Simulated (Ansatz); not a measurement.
NaF (Villiaumite):

```xyz
2
Lattice="0.0000 2.3200 2.3200 2.3200 0.0000 2.3200 2.3200 2.3200 0.0000" Properties=species:S:1:pos:R:3 pbc="T T T"
Na    0.0000    0.0000    0.0000
F     2.3200    2.3200    2.3200
```

| Item | Value |
| --- | --- |
| Program | Ansatz 0.2.0 |
| Task | single point |
| Functional | PBE |
| Potentials or basis | Ansatz PAW |
| Cutoff | 420 eV (not typed: the program's choice for these potentials) |
| k mesh | 10 × 10 × 10 |
| Occupations | fermi-dirac, width 0.05 eV |
| Spin | no spin polarisation |

On this cell: pressure 1.9 GPa; largest force zero by symmetry; band gap on the k mesh 6.29 eV, direct.

The same run follows on a disturbed copy (atoms moved at random, drawn with an rms of 0.05 Å):

```
Na F
1.0
     0.00000    2.32000    2.32000
     2.32000    0.00000    2.32000
     2.32000    2.32000    0.00000
Na F
1 1
Cartesian
  0.0383 0.0104 0.0064
  2.2983 2.2892 2.3261
```

Q: What changes?

A: The energy moves by +3.1 meV/atom; pressure 2.1 GPa; largest force 0.170 eV/Å; band gap on the k mesh 6.29 eV, direct.

Forces in eV/Å, atoms in the order of the input:
```
Na  -0.141 -0.095 -0.001
F    0.141  0.095  0.001
```

Stress tensor (GPa, compression positive):
```
 2.29 -0.07  0.00
-0.07  2.07  0.00
 0.00  0.00  1.88
```

A k mesh can miss the band edges.
